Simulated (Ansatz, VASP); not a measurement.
**Two plane-wave programs on CaF2 (d3)**

```
Ca F
1.0
     0.00000    2.73469    2.73469
     2.73469    0.00000    2.73469
     2.73469    2.73469    0.00000
Ca F
1 2
Direct
  0.00000 0.00000 0.00000
  0.25000 0.25000 0.25000
  0.75000 0.75000 0.75000
```

Alike in both runs: functional PBE; dispersion D3(BJ); k mesh 8 × 8 × 8; occupations gaussian, width 0.02 eV; no spin polarisation.

Ansatz relaxed the structure, and its values are those at the end. VASP's run is a single point on that final structure, the one shown.

|  | VASP | Ansatz |
| --- | --- | --- |
| version | VASP 6.6.1 | Ansatz 0.2.0 |
| potentials or method | VASP PAW PBE potentials, release 64 (Ca_sv, F) | scalar-relativistic, plane waves, PAW |
| plane-wave cutoff (eV) | 520 | 420 |
| valence electrons in the cell | 24 | 24 |

Ansatz gave:

```
gap on the k mesh at the Fermi level (eV) : 7.28
least direct gap on the mesh (eV)         : 7.53
pressure (GPa)                            : 0.0
```

Task: Which values does VASP return?

Result: gap on the k mesh at the Fermi level (eV): 7.25; least direct gap on the mesh (eV): 7.51; pressure (GPa): 0.3.

The functional is the same, so the differences come from potentials, cutoffs and numerics.

A k mesh can miss the band edges. As with any semilocal functional, this PBE gap is likely too small.
